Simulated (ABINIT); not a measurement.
A run of ABINIT 10.8.3 (patched build) is set up as follows.

The input run.abi:

```
pp_dirpath "./"
pseudos "20_Ca_10_2.3_2.7_pbe_n_v1.0.psp8"

acell 3.951595536 3.951595536 3.951595536 Angstrom
rprim
     0.0000000000     0.7071067812     0.7071067812
     0.7071067812     0.0000000000     0.7071067812
     0.7071067812     0.7071067812     0.0000000000
ntypat 1
znucl 20
natom 1
typat 1
chkprim 0
chksymtnons 0
tolsym 1.0e-6
xred
            0.0            0.0            0.0

ecut 18.0
ecutsm 0.5

kptopt 1
ngkpt 6 6 6
nshiftk 1
shiftk 0.0 0.0 0.0

ixc 11
vdw_xc 7

nband 9
occopt 3
tsmear 0.00183747

nstep 80
tolvrs 1.0e-12

iomode 3
prteig 0
prtebands 0
prtwf 0
prtden 0

ionmov 2
optcell 2
ntime 50
tolmxf 2.0e-5
dilatmx 1.08
```

Potentials or basis: SPMS NC PBE v1.0.

Command:

```bash
$ abinit run.abi > log 2>&1
```

Problem. Estimate the relaxed volume.

Solution. 39.78 Å³/atom.

Problem. Predict the relaxed cell.

Solution. a = 3.832 Å, b = 3.832 Å, c = 3.832 Å, α = 60.00°, β = 60.00°, γ = 60.00°.

Problem. What does it give for the band gap on the k mesh?

Solution. None (metal or under the smearing width).

Problem. Estimate the space group after relaxing (to 0.05 Å).

Solution. Fm-3m (No. 225).

Final structure:
```cif
data_structure
_symmetry_space_group_name_H-M 'P 1'
_symmetry_Int_Tables_number 1
_cell_length_a 3.8318
_cell_length_b 3.8318
_cell_length_c 3.8318
_cell_angle_alpha 60.000
_cell_angle_beta 60.000
_cell_angle_gamma 60.000
_cell_volume 39.78
loop_
_atom_site_label
_atom_site_type_symbol
_atom_site_fract_x
_atom_site_fract_y
_atom_site_fract_z
_atom_site_occupancy
Ca1 Ca 0.00000 0.00000 0.00000 1
```

Caveat: pairwise dispersion overbinds metals, which lowers pressure and volume.
